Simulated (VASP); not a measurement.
A run of VASP 6.6.1:

File INCAR:

```
SYSTEM = LiH
PREC = Accurate
ENCUT = 520
EDIFF = 1E-7
ISMEAR = -1
SIGMA = 0.05
LREAL = .FALSE.
LASPH = .TRUE.
NELM = 100
ALGO = Normal
ISIF = 2
LWAVE = .FALSE.
LCHARG = .FALSE.
GGA = PE
NBANDS = 9
```

The input KPOINTS:

```
regular mesh
0
G
  11 11 11
  0 0 0
```

Contents of POSCAR:

```
LiH
1.0
    2.5069900000      0.0000000000      0.0000000000
    0.0000000000      2.5069900000      0.0000000000
    0.0000000000      0.0000000000      2.5069900000
Li H
1 1
Direct
    0.5000000000      0.5000000000      0.5000000000
    0.0000000000      0.0000000000      0.0000000000
```

Potentials or basis: VASP PAW PBE potentials, release 64 (Li_sv, H).

The run is started by

```sh
$ cat potpaw_PBE.64/Li_sv/POTCAR potpaw_PBE.64/H/POTCAR > POTCAR
$ mpirun -np 1 vasp_std > vasp.out
```

Hardware: 1 thread of Intel(R) Xeon(R) Platinum 8259CL CPU @ 2.50GHz (Skylake/Cascade Lake), on a shared host.

How long does it take, and how much memory?

It took 6.4 s on 1 thread of Intel(R) Xeon(R) Platinum 8259CL CPU @ 2.50GHz (Skylake/Cascade Lake), with other jobs on the host, peak memory 0.12 GiB. Counts: scf iterations 11, k points 56.
